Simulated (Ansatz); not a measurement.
**SiO2 (P3_121): the host for defect calculations**

Aim: the runs on the perfect crystal SiO2 (P3_121) that a defect calculation needs first.

Program: Ansatz 0.2.0. Level of theory: plane-wave PAW DFT, PBEsol; relaxation of the host's cell and atoms; PAW set soft_1, in the first sound run; inputs show where later runs differ. Results are calculated unless marked as measured.

## Step 1: The structure

The structure is trigonal, space group P3_121 (No. 152). Conventional cell: a = 4.915 Å, b = 4.915 Å, c = 5.431 Å, α = 90.00°, β = 90.00°, γ = 120.00°. Nearest to Si lie 4 O at 1.61 to 1.62 Å. O has 2 Si at 1.61 to 1.62 Å nearest. Farther neighbours and most contacts between anions are not listed.

## Step 2: Host cell relaxation

Cell and atoms are relaxed together, until forces and stress fall under their thresholds.

Input file cell/input.yaml:

```yaml
crystal:
  lattice:
    - [4.9149662, 0.0, 0.0]
    - [-2.4574831, 4.2564856, 0.0]
    - [0.0, 0.0, 5.4313011]
  atoms:
    - { symbol: Si, position: [0.53108859, 0.53108859, 0.0] }
    - { symbol: Si, position: [0.0, 0.46891141, 0.66666667] }
    - { symbol: Si, position: [0.46891141, 0.0, 0.33333333] }
    - { symbol: O, position: [0.26922311, 0.41339429, 0.78489098] }
    - { symbol: O, position: [0.58660571, 0.85582882, 0.11822431] }
    - { symbol: O, position: [0.14417118, 0.73077689, 0.45155765] }
    - { symbol: O, position: [0.41339429, 0.26922311, 0.21510902] }
    - { symbol: O, position: [0.73077689, 0.14417118, 0.54844235] }
    - { symbol: O, position: [0.85582882, 0.58660571, 0.88177569] }
basis:
  ecutwfc: 420
  xc_grid: 2
hamiltonian:
  xc: pbesol
  pseudopotentials: { kind: paw, azcp: { folder: soft_1 }, xc_functional: pbe }
kpoints:
  mp_grid: { grid: [7, 7, 5] }
scf:
  occupations: { method: fixed }
  max_iter: 100
relax:
  f_tol: 0.005
  max_steps: 60
  cell: {}
output:
  forces: true
  stress: true
checkpoint:
  write: "../cell.run"
  compress: false
  write_wavefunctions: false
  write_every: 100000
```

Run with:

```sh
$ ansatz run input.yaml --threads 32 --pin off --max-ram 84787MiB --backend cuda --events-out ev --progress --plain --runs-dir out --max-vram 78GiB
```

Numbers of over 12 decimals in the logs are rounded to 6 here.

What it wrote:

```text
[... repeated set-up lines and file paths are left out, and long positions are rounded to six places ...]
Engine: ansatz 0.2.0, aarch64-unknown-linux-gnu
Pseudopotentials: kind: paw
Pseudopotential: Si, paw, valence charge 4, recommended cutoff 420 eV (normal), soft_1/Si.paw.azcp
Pseudopotential: O, paw, valence charge 6, recommended cutoff 420 eV (normal), soft_1/O.paw.azcp
Functional definition: PBEsol
  exchange = pbesol_x
  correlation = pbesol_c
[...]
Crystal: 9 atoms, lattice volume = 113.625 Å³
Basis set: ecut = 420 eV, 2209 PW (Γ), exchange–correlation on 72×72×80 points (8 copies of the dense FFT grid, shifted against one another)
Bands: 33, of which v1, the nominal top of the filled ones, is band 24 counted from 1 (23 counted from 0)
Symmetry: 6 space group operations
Space group: P3121 (ITA 152), of the structure as read, at distance tolerance 4.8e-5 Å
k-points: 32 of 245 (time reversal used)
Non-local potential: Si, projectors of the file, l = 0: 2, l = 1: 2, l = 2: 1
Non-local potential: O, projectors of the file, l = 0: 2, l = 1: 2, l = 2: 1
PAW form: soft (Blöchl's): semilocal exchange-correlation on the pseudo side does not see the compensation charge
PAW frozen core: Si, regenerated for the run's functional, and the local potential with it (the file was generated under x = pbe(κ = 0.804, μ = 0.219515), c = pbe(β = 0.066725))
PAW frozen core: O, regenerated for the run's functional, and the local potential with it (the file was generated under x = pbe(κ = 0.804, μ = 0.219515), c = pbe(β = 0.066725))
PAW one-centre angular grid: Si, 110 points (default); XC on 64 Gauss nodes
PAW one-centre angular grid: O, 110 points (default); XC on 64 Gauss nodes
Initial density: superposition of atomic densities (chi_scale 0.1, normalization cell, long waves kept (reshape's long-wave potential 0.01 eV rms))
Initial wavefunctions: pseudopotential atomic-orbital guess
[...]
Functional: x = pbesol(κ = 0.804, μ = 0.123457), c = pbesol(β = 0.046)
SCF iter   1: F=—  HF=-5244.301008 eV  |Δ(HF+E_count)|=         —  Δρ=1.24e-1  dr2=1.57e1  Hψ=4736
preconditioner: auto → Resta (q_TF=auto, 2.363 Å⁻¹)  ε∞=2.8  [insulator: Δε(μ)=7.128 eV  Ē_g=17.996 eV  n_scr=22 (ndim 8)  ℏωp=24.1 eV  f_vac=0.003  ε∞_Penn≈2.8]
SCF iter   2: F=—  HF=-5239.959281 eV  |Δ(HF+E_count)|=    4.34e0  Δρ=4.29e-2  dr2=8.81e-1  Hψ=2364
SCF iter   3: F=—  HF=-5239.861956 eV  |Δ(HF+E_count)|=   9.73e-2  Δρ=2.05e-2  dr2=2.69e-1  Hψ=988
automatic band count: iteration 3 solves 29 bands in place of 33: the levels show a gap, and the empty bands left out lie too high to hold charge; the band table lists the bands solved (type scf.n_extra_bands for more)
[...]
SCF 1 converged in 8 iterations: F = -5239.861946 eV  dr2 = 1.07e-8
  greatest PAW one-centre occupation: 0.859 electrons in one spin orbital (limit 2), on the O atom at site 6 (counted from 0), in its partial waves of l = 0
relax step   1: F+E_penalty+E_count = -5239.86194633 eV  Δ(F+E_penalty+E_count) = +0.000e0 eV  max|allowed force component| = 1.634e-1 eV/Å  Δτ_max = 0.0000 Å  P = +2.724 GPa  Ω = 113.625 Å³  (8 SCF iters, dr2 threshold 1.00e-7 eV, accepted)
[... the SCF cycles and remarks between the steps are left out from here to the last step ...]
relax step   2: F+E_penalty+E_count = -5239.86996661 eV  Δ(F+E_penalty+E_count) = -8.020e-3 eV  max|allowed force component| = 1.015e-1 eV/Å  Δτ_max = 0.0017 Å  P = +1.424 GPa  Ω = 114.405 Å³  energy of the carried Pulay correction = -1.927e-3 eV  (5 SCF iters, dr2 threshold 9.00e-7 eV, accepted)
[...]
Crystal: 9 atoms, lattice volume = 115.270 Å³
Basis set: ecut = 420 eV, 2221 PW (Γ), exchange–correlation on 72×72×80 points (8 copies of the dense FFT grid, shifted against one another)
[...]
SCF 3 converged in 5 iterations: F = -5239.872092 eV  dr2 = 6.03e-8
[...]
SCF 4 converged in 5 iterations: F = -5239.872793 eV  dr2 = 2.54e-8
[...]
SCF 5 converged in 5 iterations: F = -5239.872640 eV  dr2 = 5.49e-9
[...]
SCF 6 converged in 5 iterations: F = -5239.876789 eV  dr2 = 5.24e-11
[...]
SCF 7 converged in 5 iterations: F = -5239.876378 eV  dr2 = 8.45e-9
[...]
iter 1 solved again at ethr=2.26e-7 eV; its pass at ethr=3.10e-3 eV (dr2=1.08e-4 eV) is discarded
SCF iter   1: F=—  HF=-5239.876882 eV  |Δ(HF+E_count)|=         —  Δρ=1.51e-5  dr2=4.29e-8  Hψ=7648
eigensolver tolerance schedule: the retry pair's looser diagonalisation over-reported the residual by 2522.18 of it (diagonalisation noise at 0.22 of the residual, at the tolerance the schedule requests for it); [...]
[...]
SCF iter   2: F=—  HF=-5239.876985 eV  |Δ(HF+E_count)|=   1.03e-4  Δρ=7.24e-6  dr2=1.24e-8  Hψ=2454
SCF iter   3: F=—  HF=-5239.876985 eV  |Δ(HF+E_count)|=   2.08e-8  Δρ=2.08e-6  dr2=1.66e-9  Hψ=1522
SCF iter   4: F=—  HF=-5239.876985 eV  |Δ(HF+E_count)|=   1.74e-9  Δρ=3.49e-7  dr2=1.73e-10  Hψ=1514
SCF iter   5: F=-5239.876985 eV  HF=-5239.876985 eV  |Δ(HF+E_count)|=  2.15e-10  Δρ=1.08e-7  dr2=1.46e-11  Hψ=7011
SCF 8 converged in 5 iterations: F = -5239.876985 eV  dr2 = 1.46e-11
relax step   8: F+E_penalty+E_count = -5239.87698502 eV  Δ(F+E_penalty+E_count) = -6.072e-4 eV  max|allowed force component| = 8.224e-4 eV/Å  Δτ_max = 0.0000 Å  P = +0.012 GPa  Ω = 115.390 Å³  stress off target by 1.44e-2 GPa  SCF on the basis re-selected at this cell (its energy is not comparable with the rows above)  (5 SCF iters)
basis re-selected at this cell: Δ(F+E_penalty+E_count) = -6.072e-4 eV, ΔP = +0.004 GPa vs the last step (what re-selecting the basis moved, of the pressure what is left beyond the Pulay correction that the steps carried, after the strain that the cell walked [...]
SCF converged after 5 iterations
Free energy (F): -5239.876985 eV
Harris-Foulkes:  -5239.876985 eV  (|F-HF|=1.64e-11)
Internal energy: -5239.876985 eV  (E = F + TS)
E sigma→0 (E₀):  -5239.876985 eV
Fermi energy:    2.239612 eV
--- Per-component energies (eV) ---
  E_band       = -216.791675
  E_kinetic    = 1161.509028
  E_local      = -2937.309623  (includes V_loc(G=0)·N_el)
  E_nonlocal   = 382.533089
  E_hartree    = 1070.687601
  E_xc         = -594.901935
  E_vxc        = -691.576569  (∫ρ·V_xc dr)
  E_paw        = -2441.938790  (= ΣΔE_a)
  E_vpaw       = -273.327802  (= ΣTr[D̂ρ^β])
  E_aug_tail   = 0.005017  (compensation charges beyond the density's cutoff)
  E_ewald      = -1880.767780
  E_core_change = 0.306410  (= ΣΔE_core)
  E_smearing   = -0.000000  (= −TS)
  E_closure    = 0.000000  (closes the sum)
  Σ components = -5239.876985   (vs F -5239.876985, Δ=0.00e0)
--- Forces (eV/Å), atoms counted from 1 ---
  atom   1  Si    -0.00011047    -0.00019133    -0.00000000
  atom   2  Si    -0.00011047     0.00019133     0.00000000
  atom   3  Si     0.00022093     0.00000000     0.00000000
  atom   4  O      0.00043003    -0.00004841     0.00082243
  atom   5  O     -0.00017309     0.00039662     0.00082243
  atom   6  O     -0.00025694    -0.00034821     0.00082243
  [... 3 more lines of this table ...]
  max |Σ_I F_I| component: 3.00e-17 eV/Å
--- Stress (GPa, compression-positive) ---
        0.014450       0.000000       0.000000
        0.000000       0.014450       0.000000
        0.000000       0.000000       0.008183
  P = ⅓ Tr σ = 0.0124 GPa (0.124 kbar)
--- Band table (eV; the first three rows and the last of 32) ---
  k-point 0: bands = ["-17.0024", "-15.4924", "-15.4924", "-14.8495", "-14.8308", "-14.8308", "-5.9555", "-5.9555", "-3.1288", "-3.1232", [... rest cut ...]
  k-point 1: bands = ["-16.9252", "-15.9332", "-15.1155", "-14.8492", "-14.8397", "-14.8205", "-6.6225", "-5.1329", "-3.2865", "-3.1777", [... rest cut ...]
--- Relaxed structure (6 steps of the walk, 6 accepted, 2 SCFs on fresh bases) ---
  F+E_penalty+E_count = -5239.87698502 eV   max|allowed force component| = 8.224e-4 eV/Å   (the final SCF, on the basis selected at the relaxed cell)
  cell:  # Å, volume = 115.3897 Å³
    - [4.948414, 0, 3.1467769547728414e-18]
    - [-2.474207, 4.285452, -1.5733884773864207e-18]
    - [3.4773572017044256e-18, 0, 5.441322]
  atoms:
    - { symbol: Si, position: [0.529715, 0.529715, 0] }
    - { symbol: Si, position: [2.7287094550676746e-17, 0.470285, 0.666667] }
    - { symbol: Si, position: [0.470285, 0, 0.333333] }
    - { symbol: O, position: [0.267082, 0.412487, 0.785389] }
    - { symbol: O, position: [0.587513, 0.854595, 0.118722] }
    - { symbol: O, position: [0.145405, 0.732918, 0.452055] }
  [... 3 more lines of this table ...]
```

Run time: 3.6 s. Hardware: 1 × NVIDIA GB200 with 32 threads of Arm Neoverse V2, shared host; peak memory 1 GiB; 15 s of CPU time.

The steps of the relaxation:

```
step  energy less that of the first step (eV)  largest force component (eV/Å)  pressure (GPa)  volume (Å³)
   1                                   0.0000                          0.1634            2.72       113.63
   2                                  -0.0080                          0.1015            1.42       114.41
   3                                  -0.0101                          0.0292           -0.01       115.27
   4                                  -0.0108                          0.0120            0.00       115.13
   5                                  -0.0107                          0.0013            0.00       115.20
   6                                  -0.0148                          0.0014            0.07       115.20
   7                                  -0.0144                          0.0008            0.01       115.39
  8*                                  -0.0150                          0.0008            0.01       115.39
```

Relaxation steps marked * repeat the geometry before them on a plane-wave basis chosen anew for their cell, so energy and pressure can jump there. The log counts 2 steps on a newly chosen plane-wave basis, not all of them marked here; energy and pressure can jump at such steps.

The run keeps the 6 symmetry operations that it works with, so distortions that break them were not tested.

```csv
"conventional cell, symmetrised",before,after,change
a (Å),4.915,4.948,+0.7 %
b (Å),4.915,4.948,+0.7 %
c (Å),5.431,5.441,+0.2 %
volume (Å³/atom),12.63,12.82,+1.6 %
```

This step gave:

| Property | Result |
| --- | --- |
| pressure | 0.01236 GPa |

The relaxation ends with a largest force component of 8.2e-4 eV/Å and a pressure of 0.01 GPa.

## Step 3: Dielectric tensors of the host

The response to a uniform electric field gives the electronic dielectric tensor.

This step: plane-wave PAW DFPT, PBEsol; dielectric tensors, Born charges and zone-centre modes of the host; PAW set soft_1 (Ansatz 0.2.0).

Input file eps/input.yaml:

```yaml
crystal:
  lattice:
    - [4.9484137309, 0.0, 0.0]
    - [-2.4742068654, 4.2854519994, 0.0]
    - [0.0, 0.0, 5.4413216671]
  atoms:
    - { symbol: Si, position: [0.5297148839, 0.5297148839, 0.0] }
    - { symbol: Si, position: [0.0, 0.4702851161, 0.6666666667] }
    - { symbol: Si, position: [0.4702851161, 0.0, 0.3333333333] }
    - { symbol: O, position: [0.2670818754, 0.4124867885, 0.7853886872] }
    - { symbol: O, position: [0.5875132115, 0.8545950869, 0.1187220206] }
    - { symbol: O, position: [0.1454049131, 0.7329181246, 0.4520553539] }
    - { symbol: O, position: [0.4124867885, 0.2670818754, 0.2146113128] }
    - { symbol: O, position: [0.7329181246, 0.1454049131, 0.5479446461] }
    - { symbol: O, position: [0.8545950869, 0.5875132115, 0.8812779794] }
basis:
  ecutwfc: 420
hamiltonian:
  xc: pbesol
  pseudopotentials: { kind: paw, azcp: { folder: soft_1 }, xc_functional: pbe }
kpoints:
  mp_grid: { grid: [6, 6, 5] }
scf:
  occupations: { method: fixed }
  max_iter: 100
phonons:
  method: dfpt
  dielectric: true
  rigid_motions: translations
```

What it wrote:

```text
[...]
Crystal: 9 atoms, lattice volume = 115.390 Å³
Basis set: ecut = 420 eV, 2221 PW (Γ), exchange–correlation on 72×72×96 points (8 copies of the dense FFT grid, shifted against one another)
Bands: 33, of which v1, the nominal top of the filled ones, is band 24 counted from 1 (23 counted from 0)
Symmetry: 6 space group operations
k-points: 92 of 180 (irreducible under 1 space group operation, time reversal used)
[...]
SCF iter   1: F=—  HF=-5244.198598 eV  |Δ(HF+E_count)|=         —  Δρ=1.21e-1  dr2=1.54e1  Hψ=13698
[...]
SCF iter   6: F=—  HF=-5239.876814 eV  |Δ(HF+E_count)|=   2.89e-4  Δρ=8.83e-5  dr2=1.40e-5  Hψ=4648
[...]
SCF iter   8: F=—  HF=-5239.876948 eV  |Δ(HF+E_count)|=   1.16e-4  Δρ=2.83e-6  dr2=1.03e-8  Hψ=5235
[...]
SCF iter  10: F=-5239.876948 eV  HF=-5239.876948 eV  |Δ(HF+E_count)|=  2.51e-10  Δρ=8.50e-8  dr2=7.08e-12  Hψ=24751
SCF 1 converged in 10 iterations: F = -5239.876948 eV  dr2 = 7.08e-12
[...]
the response reads at least the filled bands of the reference SCF and the lowest empty band at each k-point, and that SCF's band table does not vouch for those bands. The notice of the band table in this run's record says why
[...]
NSCF: frozen V_eff on 1 k-points
[...]
NSCF: frozen V_eff on 27 k-points, pencils in batches of 32, up to order 132
[...]
DFPT response loops at q = (0, 0, 0) (fractional): preconditioner auto → none (the input reference at scf.mixing.eps_inf says where Resta's filter doesn't serve); β = 0.50; Anderson in place of MSR1; [...]
[...]
DFPT response loops at Γ: preconditioner auto → none (the input reference at scf.mixing.eps_inf says where Resta's filter doesn't serve); β = 0.50; Broyden in place of MSR1
SCF converged after 10 iterations
[...]
0.000000     2.143531     0.000000
       -0.000000     0.000000     2.332910
  softest optical mode at Γ: 120.51 cm⁻¹; the repairs (sum rule, projections) moved no ω² at Γ by more than (2.21 cm⁻¹)²
  Born effective charges Z* (e; rows j = field, columns β = displacement):
    site 0:
         3.50631   -0.29404    0.27070
        -0.29404    3.16679   -0.15629
        -0.23283    0.13442    3.45545
    site 1:
         3.50631    0.29404   -0.27070
         0.29404    3.16679   -0.15629
         0.23283    0.13442    3.45545
    site 2:
         2.99703    0.00000    0.00000
         0.00000    3.67608    0.31257
        -0.00000   -0.26885    3.45545
    site 3:
        -2.28883   -0.08201   -0.81960
        -0.02996   -1.04773   -0.06594
        -0.82362   -0.13825   -1.72773
    site 4:
        -1.40649    0.53938    0.46691
         0.59143   -1.93007   -0.67683
         0.53154   -0.64416   -1.72773
    site 5:
        -1.30952   -0.53545    0.35270
        -0.48339   -2.02704    0.74277
         0.29208    0.78240   -1.72773
    site 6:
        -1.30952    0.53545   -0.35270
         0.48339   -2.02704    0.74277
        -0.29208    0.78240   -1.72773
    site 7:
        -1.40649   -0.53938   -0.46691
        -0.59143   -1.93007   -0.67683
        -0.53154   -0.64416   -1.72773
    site 8:
        -2.28883    0.08201    0.81960
         0.02996   -1.04773   -0.06594
         0.82362   -0.13825   -1.72773
  Z* charge neutrality: 1.904e-5 e pre-enforcement
  k-mesh period / interband length: 27.2 Å / 0.99 Å = 27.61 at k = (0.0000, 0.0000, 0.0000), direct gap 6.033 eV — 14 or more, which is no proof of convergence
  optical modes at Γ without the LO–TO term, one row a degenerate level:
      ω (cm⁻¹)  modes    IR ((D/Å)²/amu)
        120.51      2             0.0010
        196.96      1             0.0000
        248.48      2             0.4034
        335.14      1             0.0000
        340.20      1             4.6221
        370.45      2             5.7750
        420.87      2            16.0035
        441.19      1             0.0000
        465.39      1             8.6164
        675.05      2             1.2200
        756.65      1             3.4125
[...]
optical modes at Γ + LO–TO along q̂ = [1.0000, 0.0000, 0.0000]:
      ω (cm⁻¹)  modes    IR ((D/Å)²/amu)
[...]
optical modes at Γ + LO–TO along q̂ = [0.0000, 1.0000, 0.0000]:
      ω (cm⁻¹)  modes    IR ((D/Å)²/amu)
[...]
optical modes at Γ + LO–TO along q̂ = [0.0000, 0.0000, 1.0000]:
      ω (cm⁻¹)  modes    IR ((D/Å)²/amu)
[...]
362.76      1             0.9464
        370.45      2             5.7750
        420.87      2            16.0035
        441.19      1             0.0000
        516.87      1             5.0599
        675.05      2             1.2200
        768.39      1             1.7067
        776.13      2             6.7693
       1043.92      2            85.1675
       1060.83      1             0.0000
       1135.31      2             1.0783
       1213.32      1            53.7517
```

Wall time 7.4 s (1 × NVIDIA GB200 with 32 threads); peak memory 1.9 GiB; 54 s of CPU time.

In the SCF lines HF is the Harris–Foulkes energy and dr2 the Hartree energy of the density residual, in eV; the loop may stop once dr2 is under the threshold and the program's other checks hold. Hψ counts applications of the Hamiltonian.

Electronic dielectric tensor:

```
2.49 0.00 0.00
0.00 2.49 0.00
0.00 0.00 2.52
```

Static dielectric tensor:

```
4.63 0.00 0.00
0.00 4.63 0.00
0.00 0.00 4.85
```

The principal values of the electronic dielectric tensor are 2.49, 2.49 and 2.52. The principal values of the static dielectric tensor are 4.63, 4.63 and 4.85.

(Continued in part 2 of 2.)

[Logs are printed without paths, hosts, clocks, repeated set-up lines and the standing remarks that a program may print on its own settings, such as how far it seeks lower states.]

[Hosts, paths, dates, database ids (printed as entryN), source tags and the programs' standing remarks are cut or masked in the printed files.]

[Runs of the host that timed out are not shown.]

[For some hosts the program warned that the k-mesh of the response run may be too coarse for force constants and the static dielectric constant; such warnings are not always shown.]
